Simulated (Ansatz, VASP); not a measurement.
**One calculation of ZnS, two programs**

File POSCAR:

```
ZnS
1.0
    0.1194525233      2.7057749233      2.7057749233
    2.7057749233      0.1194525233      2.7057749233
    2.7057749233      2.7057749233      0.1194525233
Zn S
1 1
Direct
    0.0042993863      0.0042993863      0.0042993863
    0.2457006137      0.2457006137      0.2457006137
```

Contents of INCAR.step1:

```
SYSTEM = ZnS
PREC = Accurate ; ENCUT = 520
ISMEAR = 0 ; SIGMA = 0.01
LREAL = .False. ; LASPH = .True.
NELM = 80 ; NBANDS = 16
GGA = PE ; ALGO = Normal
EDIFF = 1E-4 ; LWAVE = .True.
LCHARG = .False.
```

The input INCAR.step2:

```
SYSTEM = ZnS
PREC = Accurate ; ENCUT = 520
EDIFF = 1E-6 ; ISMEAR = 0
SIGMA = 0.01 ; LREAL = .False.
LASPH = .True. ; NELM = 80
ALGO = Normal ; ISIF = 2
LWAVE = .False. ; LCHARG = .False.
METAGGA = R2SCAN ; LMIXTAU = .True.
NBANDS = 16 ; ISTART = 1
```

File KPOINTS:

```
Automatic mesh
0
Gamma
  8 8 8
  0 0 0
```

Input for Ansatz:

```yaml
crystal:
  lattice:
    - [0.1194525233, 2.7057749233, 2.7057749233]
    - [2.7057749233, 0.1194525233, 2.7057749233]
    - [2.7057749233, 2.7057749233, 0.1194525233]
  atoms:
    - { symbol: Zn, position: [0.0042993863, 0.0042993863, 0.0042993863] }
    - { symbol: S, position: [0.2457006137, 0.2457006137, 0.2457006137] }
kpoints:
  mp_grid: { grid: [8, 8, 8] }
  band_path:
    path:
      - [0.0, 0.0, 0.0]
      - [-0.5, -0.5, 0.0]
      - [-0.375, -0.375, 0.25]
      - [-0.375, 0.0, 0.375]
      - [0.0, 0.0, 0.5]
      - [-0.5, -0.25, 0.25]
    npoints: 1
hamiltonian:
  xc: r2scan
scf:
  occupations: { method: fixed }
  n_extra_bands: 4
output:
  forces: true
  stress: true
  eigenvalues: true
```

Change from the starting cell: epitaxial_111 strain -4.0%.

Alike in both runs: task single point; functional r2SCAN; k mesh 8 × 8 × 8; no spin polarisation.

|  | VASP | Ansatz |
| --- | --- | --- |
| version | VASP 6.6.1 | Ansatz 0.2.0 |
| potentials or method | VASP PAW PBE potentials, release 64 (Zn, S) | plane waves, PAW |
| plane-wave cutoff (eV) | 520 | 500 |
| occupations | gaussian, width 0.01 eV | fixed |
| valence electrons in the cell | 18 | 18 |

Ansatz gave:

| Item | Value |
| --- | --- |
| gap on the k mesh at the Fermi level (eV) | 2.67 |
| pressure (GPa) | 4.8 |
| largest component of the traceless stress (GPa) | 2.41 |

Estimate VASP's values.

gap on the k mesh at the Fermi level (eV): 2.69; pressure (GPa): 4.9; largest component of the traceless stress (GPa): 2.42.

Caveats: the PAW data sets were made with another functional, which shifts forces and pressure a little (VASP).
